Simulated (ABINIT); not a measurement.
Runs of ABINIT 10.8.3 (patched build) on SiC (Moissanite). The structure is hexagonal, space group P6_3mc (No. 186). The conventional cell has a = 3.076 Å, b = 3.076 Å, c = 5.048 Å, α = 90.00°, β = 90.00°, γ = 120.00°. Si (site symmetry 3m) has 4 C at 1.87 to 1.94 Å as nearest neighbours. Around C (site symmetry 3m) lie 4 Si at 1.87 to 1.94 Å. 

```csv
task,level,potentials or basis,cell,k mesh,cutoff (eV),smearing,fine-grid cutoff,cell freedom (optcell),optimiser (ionmov),cutoff smearing ecutsm (Ha),force stop (Ha/bohr),mesh quality,gap on the mesh (eV),pressure (GPa),largest force (eV/Å)
single point,LDA,JTH PAW LDA v2.0,as given,8 × 8 × 4,408,fermi-dirac 0.05 eV,816.342 eV,-,-,-,-,not flagged,2.47,-,0.73
relaxation of cell and atoms,PBE,Ansatz NC PBE,relaxed,8 × 8 × 4,1007,fermi-dirac 0.05 eV,-,2,22,0.5,2e-05,not flagged,2.55,0.0,-
single point,PBE,JTH PAW PBE v2.0,as given,8 × 8 × 4,408,fermi-dirac 0.05 eV,816.342 eV,-,-,-,-,not flagged,2.59,-,0.74
one-shot levels of the hybrid HSE06,LDA,PseudoDojo NC SR LDA v0.4.1 standard,as given,6 × 6 × 3,1007,fixed,-,-,-,-,-,not flagged,2.22,-,-
dielectric tensor,LDA,PseudoDojo NC SR LDA v0.4.1 standard,as given,"8 × 8 × 4, shifted",1007,fixed,-,-,-,-,-,not flagged,-,-4.8,0.73
single point,PBE,Ansatz NC PBE,as given,8 × 8 × 4,1007,fermi-dirac 0.05 eV,-,-,-,-,-,not flagged,(c),3.8,(b)
Berry-phase polarisation,PBEsol,"Ansatz PAW PBE default generated set, frozen core",as given,8 × 8 × 4,389,fixed,778.246 eV,-,-,-,-,not flagged,-,(a),0.74
```

Alike in all rows: no spin polarisation.

Question: Fill in the values left out.

Answer: (a) -0.4; (b) 0.76; (c) 2.57.

Caveats: Libxc's HSE differs a little from that of other programs (some runs); this build's HSE levels may be imprecise (some runs); an odd mesh through Γ misses points on the zone boundary, where band edges often lie (some runs); the cell is more than 3 GPa from zero pressure, which shifts response properties (some runs); the atomic spheres overlap (some runs); the PAW data sets were made with another functional, which shifts forces and pressure a little (some runs).

Not every run made on this cell is shown here.
